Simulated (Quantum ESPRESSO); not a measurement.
**SiNi under changes of volume**

One of the cells (11.288 Å³/atom); the others are scaled copies at fixed shape and fractional positions:

```
Ni Si
1.0
     2.94277    0.00000    0.00000
     0.00000    3.28033    0.00000
     0.00000    0.00000    4.67745
Ni Si
2 2
Direct
  0.50000 0.50000 0.34250
  0.00000 0.00000 0.65750
  0.50000 0.50000 0.84314
  0.00000 0.00000 0.15686
```

The cell is a database's computed one.

- Program: Quantum ESPRESSO 7.5
- Functional: LDA
- Potentials or basis: GBRV 1.5 LDA
- Cutoff: 612 eV
- Density cutoff: 4898 eV
- k mesh: 8 × 7 × 5
- Occupations: fermi-dirac, width 0.05 eV
- Spin: collinear spin, ferromagnetic start
- Starting moments: [1.0, 1.0, 0.0, 0.0] μB

```tsv
volume (Å³/atom)	energy over the lowest point (meV/atom)	pressure (GPa)
10.611	11.33	8.8
10.837	2.26	3.8
11.062	0.00	-0.8
11.288	3.78	-4.9
11.514	?	?
11.740	27.03	-11.7
11.965	45.38	-14.6
```

Q: What does the run at 11.514 Å³/atom give?

A: Energy over the lowest point 12.99 meV/atom; pressure -8.5 GPa.

Worked out: A Birch-Murnaghan fit of order 3 (a polynomial in V^(-2/3)) to the other rows has its minimum at 11.03 Å³/atom with B0 = V·E''(V) = 213 GPa and B' = 4.4 at fixed shape and positions, which overstates the stiffness. It gives 12.97 meV/atom at 11.514 Å³/atom, against the run's 12.99, and -dE/dV = -8.3 GPa, against -8.5.

Energies are extrapolated to zero smearing.
